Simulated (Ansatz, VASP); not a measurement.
One calculation of Ca3H2, two programs

```xyz
5
Lattice="5.6885 0.0000 0.0000 -2.8442 4.9264 0.0000 0.0000 0.0000 4.4132" Properties=species:S:1:pos:R:3 pbc="T T T"
Ca    0.0000    0.0000    0.0000
Ca    0.0000    3.2843    2.8520
Ca    2.8442    1.6421    1.5612
H     0.0000    3.2843    0.6340
H     2.8442    1.6421    3.7791
```

Alike in both runs: functional PBE; k mesh 6 × 6 × 4; occupations gaussian, width 0.1 eV; no spin polarisation.

Ansatz relaxed the structure, and its values are those at the end. VASP's run is a single point on that final structure, the one shown.

|  | VASP | Ansatz |
| --- | --- | --- |
| version | VASP 6.6.1 | Ansatz 0.2.0 |
| potentials or method | VASP PAW PBE potentials, release 64 (Ca_sv, H) | scalar-relativistic, plane waves, PAW |
| plane-wave cutoff (eV) | 520 | 420 |
| valence electrons in the cell | 32 | 32 |

```csv
,VASP,Ansatz,Ansatz less VASP
gap on the k mesh at the Fermi level (eV),none,none,-
pressure (GPa),0.0,0.0,0.00
```

A gap of «none» marks a metal or a gap that the smearing closes.
